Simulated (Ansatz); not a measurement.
AlN under changes of volume

One of the cells (10.451 Å³/atom); the others are scaled copies at fixed shape and fractional positions:

```
Al N
1.0
     3.11300    0.00000    0.00000
    -1.55650    2.69594    0.00000
     0.00000    0.00000    4.98100
Al N
2 2
Cartesian
  1.5565 0.8986 2.4905
  0.0000 1.7973 0.0000
  1.5565 0.8986 4.3833
  0.0000 1.7973 1.8928
```

| Property | Result |
| --- | --- |
| Program | Ansatz 0.2.0 |
| Functional | exchange-only PBE |
| Potentials or basis | Ansatz PAW |
| Cutoff | 420 eV (not typed: the program's choice for these potentials) |
| k mesh | 10 × 10 × 6 |
| Occupations | fermi-dirac, width 0.05 eV |
| Spin | no spin polarisation |

```tsv
volume (Å³/atom)	energy over the lowest point (meV/atom)	pressure (GPa)	gap on the mesh (eV)	largest force (eV/Å)
9.824	143.81	33.5	5.12	0.174
10.033	103.96	27.7	4.92	0.156
10.242	71.25	22.5	4.73	0.139
10.451	45.05	17.7	4.54	0.123
10.660	24.77	13.4	4.37	0.108
10.869	?	?	?	?
11.078	0.00	5.8	4.02	0.081
```

**Question.** What does the run at 10.869 Å³/atom give?

**Answer.** Energy over the lowest point 9.93 meV/atom; pressure 9.4 GPa; gap on the mesh 4.19 eV; largest force 0.094 eV/Å.

Worked out: A Birch-Murnaghan fit of order 3 (a polynomial in V^(-2/3)) to the other rows has no minimum within the range. It gives 9.91 meV/atom at 10.869 Å³/atom, against the run's 9.93, and -dE/dV = 9.4 GPa, against 9.4. A straight line through the other rows of the gap, of slope -9.14 eV per unit of ln V (its deformation potential), gives 4.19 eV, against the run's 4.19.

Energies are extrapolated to zero smearing.

Caveats: the PAW data sets come from PBE, with cores solved anew for the run's functional, which leaves a small shift of forces and pressure.

A mesh can miss the band edges.
